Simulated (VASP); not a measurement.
# Si, excitations by TDDFT: which settings are enough?

Si, Fd-3m (no. 227), 2 atoms in the cell. PBE0, TDDFT by the Casida equation; PAW potentials Si_GW (PBE set). VASP 6.6.1.

Wanted: first bright excitation within 0.05 eV; spectrum (imaginary part of ε) within 15 %.

Kernel: ladder with the hybrid's exchange.

POSCAR:
```
Si
1.0
    0.0000000000      2.7218511865      2.7218511865
    2.7218511865      0.0000000000      2.7218511865
    2.7218511865      2.7218511865      0.0000000000
Si
2
Direct
    0.5000000000      0.5000000000      0.5000000000
    0.7500000000      0.7500000000      0.7500000000
```

The series start from Conduction bands in the pairs: 4; Valence bands in the pairs: 3; Largest pair energy, which also ends the spectrum (eV): 25; Cutoff of the response function (eV): 150; Grid for exchange-like terms: Normal; k mesh: 6 × 6 × 6. Each series keeps the choices made before it, and each single choice may use up half of a tolerance. Times cover all steps of a run.

## Conduction bands in the pairs

| Conduction bands in the pairs | First bright excitation (eV) | Spectrum (imaginary part of ε), largest deviation against the largest value | Time (s) |
|---|---|---|---|
| 1 | 3.476 | 32 % | 44 |
| 2 | 3.464 | 18 % | 46 |
| 4 | 3.463 | 2.3 % | 58 |
| 6 | 3.463 | 0.34 % | 83 |
| 8 (reference) | 3.462 | 0 % | 102 |

Chosen: 4, the loosest value from which every tighter one stays within half of the tolerance.

## Valence bands in the pairs

| Valence bands in the pairs | First bright excitation (eV) | Spectrum (imaginary part of ε), largest deviation against the largest value | Time (s) |
|---|---|---|---|
| 1 | 3.479 | 62 % | 44 |
| 2 | 3.463 | 9 % | 48 |
| 3 | 3.463 | 0.92 % | 58 |
| 4 (reference) | 3.463 | 0 % | 60 |

Chosen: 3.

## Largest pair energy, which also ends the spectrum (eV)

| Largest pair energy, which also ends the spectrum (eV) | First bright excitation (eV) | Spectrum (imaginary part of ε), largest deviation against the largest value | Time (s) |
|---|---|---|---|
| 6 | 3.471 | – | 44 |
| 9 | 3.465 | – | 51 |
| 13 | 3.463 | 0.44 % | 56 |
| 18 | 3.463 | 0.089 % | 55 |
| 25 (reference) | 3.463 | 0 % | 58 |

Chosen: 13.

## Cutoff of the response function (eV)

| Cutoff of the response function (eV) | First bright excitation (eV) | Spectrum (imaginary part of ε), largest deviation against the largest value | Time (s) |
|---|---|---|---|
| 40 | 3.454 | 18 % | 52 |
| 80 | 3.463 | 0.45 % | 63 |
| 120 | 3.463 | 0.036 % | 52 |
| 150 | 3.463 | 0.013 % | 56 |
| 200 (reference) | 3.463 | 0 % | 52 |

Chosen: 80.

## Grid for exchange-like terms

| Grid for exchange-like terms | First bright excitation (eV) | Spectrum (imaginary part of ε), largest deviation against the largest value | Time (s) |
|---|---|---|---|
| Normal | 3.463 | 0 % | 63 |
| Fast | 3.463 | 0.046 % | 46 |

Chosen: Fast; it saves 16.8 s of 63, so Normal would do nearly as well.

## k mesh

| k mesh | First bright excitation (eV) | Spectrum (imaginary part of ε), largest deviation against the largest value | Time (s) |
|---|---|---|---|
| 4 × 4 × 4 | 3.284 | 165 % | 10 |
| 6 × 6 × 6 | 3.463 | 57 % | 46 |
| 8 × 8 × 8 (reference) | 3.565 | 0 % | 213 |

Chosen: 8 × 8 × 8; the next looser run is off by more than half of the tolerance, so convergence isn't shown beyond this value.

## All choices together

| Input | First bright excitation (eV) | Spectrum (imaginary part of ε), largest deviation against the largest value | Time (s) |
|---|---|---|---|
| default band counts on the coarsest mesh (naive) | 3.284 | 164 % | 11 |
| chosen settings | 3.565 | 1.9 % | 213 |
| reference settings throughout | 3.564 | 0 % | 1288 |

The chosen settings stay within the tolerance of the reference run, but the reference itself isn't shown to be converged in: k mesh.

## The input

INCAR.step1:
```
PREC     = Accurate       # precision mode
ENCUT    = 250            # plane-wave cutoff, eV
ISMEAR   = 0              # smearing method
SIGMA    = 0.02           # smearing width, eV
EDIFF    = 1E-5           # SCF threshold, eV
LASPH    = True           # aspherical terms in the spheres
KPAR     = 4            
LWAVE    = True           # write WAVECAR
LCHARG   = False          # write CHGCAR
NBANDS   = 16             # bands
```

INCAR.step2, as INCAR.step1 but for:
```
- EDIFF = 1E-5
+ EDIFF = 1E-7
+ LOPTICS = True
+ ALGO = Normal
+ NEDOS = 2000
+ CSHIFT = 0.1
+ GGA = PE
+ LHFCALC = True
+ AEXX = 0.25
+ ISTART = 1
+ PRECFOCK = Fast
```

INCAR.step3, as INCAR.step2 but for:
```
- LWAVE = True
- LOPTICS = True
- ALGO = Normal
- NEDOS = 2000
- CSHIFT = 0.1
+ LWAVE = False
+ ALGO = TDHF
+ NBANDSO = 3
+ NBANDSV = 4
+ IBSE = 2
+ NBSEEIG = 4
+ LHARTREE = True
+ LADDER = True
+ LFXC = True
+ ENCUTGW = 80
+ ANTIRES = 0
+ OMEGAMAX = 13
+ CSHIFT = 0.15
+ NOMEGA = 1000
```

KPOINTS:
```
Automatic mesh
0
Gamma
  8 8 8
  0 0 0
```

Commands (each step's output is kept before the next begins):
```
cat potpaw_PBE.64/Si_GW/POTCAR > POTCAR
cp INCAR.step1 INCAR
mpirun -np 4 vasp_std > vasp.out
cp INCAR.step2 INCAR
mpirun -np 4 vasp_std > vasp.out
cp INCAR.step3 INCAR
mpirun -np 4 vasp_std > vasp.out
```

Limits: The 8×8×8 mesh is coarse for a spectrum: peaks stand apart that a denser mesh merges; the pairs hold 3 valence and 4 conduction bands, and what lies beyond is missing from ε.

The chosen input took VASP 6.6.1 213 s on 4 cores (Intel Xeon 6975P-C (Granite Rapids)), a shared host.

## An input that fails: OMEGAMAX 0.5

VASP's message: The number of conduction band and valence band pairs is zero. This indicates that NBANDSV or NBANDSO are not properly set up. The VASP default is to set them to the number of occupied orbitals. Try to set them manually. It is also possible that OMEGAMAX is too small; please increase ….

Changes against the starting input:
```
(step 3)
- OMEGAMAX = 25
+ OMEGAMAX = 0.5
```
